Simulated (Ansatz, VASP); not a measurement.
# TiO2: VASP beside Ansatz

```
Ti O
1.0
     4.59984    0.00000    0.00000
     0.00000    4.59984    0.00000
     0.00000    0.00000    2.95921
Ti O
2 4
Direct
  0.00000 0.00000 0.50000
  0.50000 0.50000 0.00000
  0.30432 0.30432 0.50000
  0.19568 0.80432 0.00000
  0.80432 0.19568 0.00000
  0.69568 0.69568 0.50000
```

The cell is a database's computed one.

Alike in both runs: task band structure; functional PBE; k mesh 6 × 6 × 9; occupations fermi-dirac, width 0.05 eV; no spin polarisation.

|  | VASP | Ansatz |
| --- | --- | --- |
| version | VASP 6.6.1 | Ansatz 0.2.0 |
| potentials or method | VASP PAW PBE potentials, release 64 (Ti_sv_GW, O_GW) | Ansatz PAW |
| plane-wave cutoff (eV) | 550 | 420 |
| valence electrons in the cell | 48 | 48 |

|  | VASP | Ansatz | Ansatz less VASP |
| --- | --- | --- | --- |
| gap on the k mesh at the Fermi level (eV) | 1.86 | 1.87 | +0.008 |
| least direct gap on the mesh (eV) | 1.86 | 1.87 | +0.008 |
| gap along the band path (eV) | 1.86 | 1.87 | +0.009 |
| pressure (GPa) | 3.2 | 4.2 | +1.04 |
| largest component of the traceless stress (GPa) | 0.51 | 0.55 | +0.036 |

The functional is the same, so the differences come from potentials, cutoffs and numerics.

Caveats: the pressure holds a Pulay correction of +0.7 GPa for the finite cutoff (Ansatz). Expect the measured gap to be larger: semilocal functionals such as PBE lack the derivative discontinuity.
